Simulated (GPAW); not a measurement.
Crystal: ZnSe (Stilleite).

```xyz
2
Lattice="0.0000 2.8338 2.8338 2.8338 0.0000 2.8338 2.8338 2.8338 0.0000" Properties=species:S:1:pos:R:3 pbc="T T T"
Se    4.2507    4.2507    4.2507
Zn    0.0000    0.0000    0.0000
```

Base run:

| Quantity | Value |
| --- | --- |
| Program | GPAW 26.7.0 |
| Functional | vdW-DF |
| Potentials or basis | GPAW PAW data sets (gpaw-data 1.2.1) |
| Cutoff | 600 eV |
| Basis | pw |
| k mesh | 7 × 7 × 7 |
| Occupations | fermi-dirac, width 0.05 eV |
| Spin | spin-orbit coupling, no magnetisation |

Its results: band gap on the k mesh 1.31 eV, direct.

The run is repeated on the same cell with these changes: functional from vdW-DF to C09-vdW; band points from 80 to 100. What comes out?

Band gap on the k mesh 1.10 eV, direct.

Caveats: spin-orbit coupling was added after a scalar SCF, so levels and gaps hold it while energy, forces, pressure and moments don't; this program's spin-orbit splittings come out too wide for heavy elements.

Not every run made on this cell is shown here.
